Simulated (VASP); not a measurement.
Input of a VASP 6.6.1 run:

The input INCAR:

```
SYSTEM = Ti
PREC     = Accurate       ! precision mode
ENCUT    = 600            ! plane-wave cutoff, eV
EDIFF    = 1E-6           ! SCF threshold, eV
ISMEAR   = 0              ! smearing method
SIGMA    = 0.1            ! smearing width, eV
LREAL    = .False.        ! projectors in reciprocal space
LASPH    = .True.         ! aspherical terms in the spheres
NELM     = 100            ! most SCF steps
ALGO     = Normal         ! electronic algorithm
ISIF     = 3              ! what is computed and relaxed
LWAVE    = .False.        ! write WAVECAR
LCHARG   = .False.        ! write CHGCAR
GGA      = PE             ! functional
IBRION   = 2              ! ionic algorithm
NSW      = 90             ! ionic steps
EDIFFG   = -0.04          ! ionic threshold
```

The input KPOINTS:

```
regular mesh
0
Gamma
  9 9 9
  0 0 0
```

The input POSCAR:

```
Ti
1.0
    1.4583480674      0.8419776493      4.8296018207
   -1.4583480674      0.8419776493      4.8296018207
    0.0000000000     -1.6839552986      4.8296018207
Ti
2
Direct
    0.0917179508      0.0917179508      0.0917179508
    0.9082820492      0.9082820492      0.9082820492
```

Potentials or basis: VASP PAW PBE potentials, release 64 (Ti_sv).

Run with:

```bash
$ cat potpaw_PBE.64/Ti_sv/POTCAR > POTCAR
$ mpirun -np 1 vasp_std > vasp.out
```

Problem. What does it give for the relaxed volume?

Solution. 17.77 Å³/atom.

Problem. What does it give for the space group after relaxing (to 0.05 Å)?

Solution. R-3m (No. 166).

Problem. Estimate the band gap on the k mesh.

Solution. None (metal or under the smearing width).

Final structure:
```xyz
2
Lattice="1.4552 0.8401 4.8446 -1.4552 0.8401 4.8446 0.0000 -1.6803 4.8446" Properties=species:S:1:pos:R:3 pbc="T T T"
Ti    0.0000    0.0000    1.3331
Ti    0.0000    0.0000   13.2007
```
